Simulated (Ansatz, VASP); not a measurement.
**Two plane-wave programs on YN**

Contents of INCAR:

```
SYSTEM = YN
PREC     = Accurate       ! precision mode
ENCUT    = 520            ! plane-wave cutoff, eV
EDIFF    = 1E-7           ! SCF threshold, eV
ISMEAR   = -1             ! smearing method
SIGMA    = 0.05           ! smearing width, eV
LREAL    = .FALSE.        ! projectors in reciprocal space
LASPH    = .TRUE.         ! aspherical terms in the spheres
NELM     = 80             ! most SCF steps
ALGO     = Normal         ! electronic algorithm
ISIF     = 2              ! what is computed and relaxed
LWAVE    = .FALSE.        ! write WAVECAR
LCHARG   = .FALSE.        ! write CHGCAR
GGA      = PE             ! functional
NBANDS   = 15             ! bands
```

KPOINTS

```
Automatic mesh
0
G
  9 9 9
  0 0 0
```

The input POSCAR:

```
YN
1.0
    0.0000000000      2.4055432573      2.4055432573
    2.4055432573      0.0000000000      2.4055432573
    2.4055432573      2.4055432573      0.0000000000
Y N
1 1
Direct
    0.0000000000      0.0000000000      0.0000000000
    0.5000000000      0.5000000000      0.5000000000
```

input.yaml

```yaml
crystal:
  lattice:
    - [0.0, 2.4055432573, 2.4055432573]
    - [2.4055432573, 0.0, 2.4055432573]
    - [2.4055432573, 2.4055432573, 0.0]
  atoms:
    - { symbol: "Y", position: [0.0, 0.0, 0.0] }
    - { symbol: "N", position: [0.5, 0.5, 0.5] }
hamiltonian:
  xc: pbe
  pseudopotentials: { kind: paw }
kpoints:
  mp_grid: { grid: [9, 9, 9] }
scf:
  occupations: { method: fermi_dirac, width: 0.05 }
output:
  forces: true
  stress: true
  eigenvalues: true
```

Change from the starting cell: volume scaled by 0.96.

Alike in both runs: task single point; functional PBE; k mesh 9 × 9 × 9; occupations fermi-dirac, width 0.05 eV; no spin polarisation.

|  | VASP | Ansatz |
| --- | --- | --- |
| version | VASP 6.6.1 | Ansatz 0.2.0 |
| potentials or method | VASP PAW PBE potentials, release 64 (Y_sv, N) | Ansatz PAW |
| plane-wave cutoff (eV) | 520 | 420 |
| valence electrons in the cell | 16 | 16 |

Ansatz gave:

- gap on the k mesh at the Fermi level (eV): 0.17
- least direct gap on the mesh (eV): 0.53
- pressure (GPa): 10.6

Problem. What did VASP give for the same quantities?

Solution. gap on the k mesh at the Fermi level (eV): 0.16; least direct gap on the mesh (eV): 0.53; pressure (GPa): 10.4.

Caveats: an odd mesh through Γ misses points on the zone boundary, where band edges often lie (VASP); odd divisions of the mesh miss points on the zone boundary, where band edges often lie, so the gap on the mesh can be too wide (Ansatz).
